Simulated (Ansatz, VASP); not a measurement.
**One calculation of MgSiN, two programs**

```
CELL_PARAMETERS angstrom
3.43500 0.00000 0.00000
0.00000 3.43500 0.00000
0.00000 0.00000 7.65698
ATOMIC_POSITIONS crystal
Mg 0.50000 0.00000 0.15550
Mg 0.00000 0.50000 0.84450
Si 0.50000 0.00000 0.52749
Si 0.00000 0.50000 0.47251
N 0.50000 0.50000 0.00000
N 0.00000 0.00000 0.00000
```

Change from the starting cell: species swapped into the CeClO type (P4/nmm, No. 129).

Alike in both runs: functional PBE; k mesh 6 × 6 × 4; occupations gaussian, width 0.1 eV; no spin polarisation.

Ansatz relaxed the structure, and its values are those at the end. VASP's run is a single point on that final structure, the one shown.

|  | VASP | Ansatz |
| --- | --- | --- |
| version | VASP 6.6.1 | Ansatz 0.2.0 |
| potentials or method | VASP PAW PBE potentials, release 64 (Mg, Si, N) | scalar-relativistic, plane waves, PAW |
| plane-wave cutoff (eV) | 520 | 420 |
| valence electrons in the cell | 22 | 38 |

Ansatz gave:

| Item | Value |
| --- | --- |
| gap on the k mesh at the Fermi level (eV) | none |
| pressure (GPa) | 0.1 |
| rms of the force components (eV/Å) | 0.004 |

Problem. Which values does VASP return?

Solution. gap on the k mesh at the Fermi level (eV): none; pressure (GPa): -0.1; rms of the force components (eV/Å): 0.011.

A gap of «none» marks a metal or a gap that the smearing closes. With one functional, cell and mesh, what is left measures potentials, basis and numerics. The two sets of potentials don't hold the same shells in valence.
